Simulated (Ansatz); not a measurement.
# Si under changes of volume

One of the cells (14.950 Å³/atom); the others are scaled copies at fixed shape and fractional positions:

```
Si
1.0
    -2.37137    2.37137    1.32927
     2.37137   -2.37137    1.32927
     2.37137    2.37137   -1.32927
Si
2
Direct
  0.50000 0.50000 0.00000
  0.25000 0.75000 0.50000
```

This isn't the form of Si at room conditions, which is diamond.

```yaml
Program: Ansatz 0.2.0
Functional: PBE
Potentials_or_basis: all-electron LAPW, scalar-relativistic
Cutoff: 211 eV (chosen from the basis error)
Basis_error_allowed: 0.0005 eV/atom
k_mesh: 11 × 11 × 11
Occupations: fermi-dirac, width 0.05 eV
Spin: no spin polarisation
```

```tsv
volume (Å³/atom)	energy over the lowest point (meV/atom)	pressure (GPa)
14.053	44.57	11.9
14.352	25.52	8.7
14.651	12.12	5.8
14.950	3.78	3.2
15.249	0.00	0.9
15.548	0.29	-1.1
15.847	?	?
```

Task: What does the run at 15.847 Å³/atom give?

Result: Energy over the lowest point 4.20 meV/atom; pressure -3.0 GPa.

Worked out: A Birch-Murnaghan fit of order 3 (a polynomial in V^(-2/3)) to the other rows has its minimum at 15.37 Å³/atom with B0 = V·E''(V) = 107 GPa and B' = 4.5 at fixed shape and positions, which overstates the stiffness. It gives 4.25 meV/atom at 15.847 Å³/atom, against the run's 4.20, and -dE/dV = -3.0 GPa, against -3.0.

Energies are extrapolated to zero smearing.
